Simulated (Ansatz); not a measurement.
Space group R-3m:H (No. 166). a = 3.091 Å, b = 3.091 Å, c = 6.895 Å, α = 90.00°, β = 90.00°, γ = 120.00°
```
atom site symmetry x y z
  Co    3a       -3m  0.0000  0.0000  0.0000
   O    3b       -3m  0.3333  0.6667  0.1667
```

Equation of state of this CoO structure (not necessarily the ground state), with shape and atoms relaxed at each volume where symmetry leaves them free. It has no gap at any of these volumes. The calculation used Ansatz 0.2.0, DFT PBE, scalar-relativistic, plane waves, PAW.

Plane waves to 420 eV, a k mesh through Γ of 18×18×18 on the computed 2-atom cell and Gaussian smearing (0.10 eV); collinear spin.

```json
{"V (Å³/atom)": "8.937", "E − E(largest V) (meV/atom)": "2.07", "P (GPa)": "10.52"}
{"V (Å³/atom)": "9.222", "E − E(largest V) (meV/atom)": "-11.55", "P (GPa)": "4.95"}
{"V (Å³/atom)": "9.507", "E − E(largest V) (meV/atom)": "-15.68", "P (GPa)": "0.00"}
{"V (Å³/atom)": "9.792", "E − E(largest V) (meV/atom)": "-11.64", "P (GPa)": "-4.41"}
{"V (Å³/atom)": "10.078", "E − E(largest V) (meV/atom)": "0.00", "P (GPa)": "-8.54"}
```

Task: Fit a third-order Birch–Murnaghan equation to E(V).

Result: V0 = 9.50 Å³/atom, B0 = 156 GPa, B0' = 2.8.

The cell holds one magnetic atom, so it can only be ferromagnetic; an antiferromagnetic order may lie lower.

This form isn't the usual stable structure of the compound.